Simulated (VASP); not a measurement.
# Y: single point with PBE

Crystal: Y.

```xyz
1
Lattice="0.0000 2.5520 2.5520 2.5520 0.0000 2.5520 2.5520 2.5520 0.0000" Properties=species:S:1:pos:R:3 pbc="T T T"
Y     0.0000    0.0000    0.0000
```

This isn't the form of Y at room conditions, which is hcp.

- Program: VASP 6.6.1
- Task: single point
- Functional: PBE
- Potentials or basis: VASP PAW PBE potentials, release 64 (Y_sv)
- Cutoff: 520 eV
- k mesh: 4 × 4 × 4
- Occupations: fermi-dirac, width 0.02 eV
- Spin: no spin polarisation
- Dipole correction: no
- Further INCAR settings: ALGO = Fast; EDIFF = 1e-07; NBANDS = 12

```
Pressure               : -0.6 GPa
Band gap on the k mesh : none (metal or under the smearing width)
```

Levels at points of the mesh, in eV from the Fermi level:
```tsv
k point	band 2	band 3	band 4	band 5	band 6	band 7	band 8	band 9
(0.00, 0.00, 0.00)	-22.66	-22.66	-22.66	-4.92	1.56	1.56	1.56	3.52
(0.50, 0.00, 0.00)	-23.18	-22.73	-22.73	-2.15	0.36	1.40	1.40	4.92
(0.50, 0.50, 0.00)	-23.15	-22.84	-22.84	-1.89	-1.03	1.79	4.93	5.32
```

Wall time 11 s on 1 thread of Intel(R) Xeon(R) Platinum 8259CL CPU @ 2.50GHz (Skylake/Cascade Lake), on a shared host, peak memory 0.16 GiB.

Caveat: the k mesh is coarse (spacing up to 0.53 Å⁻¹), so the values aren't converged.
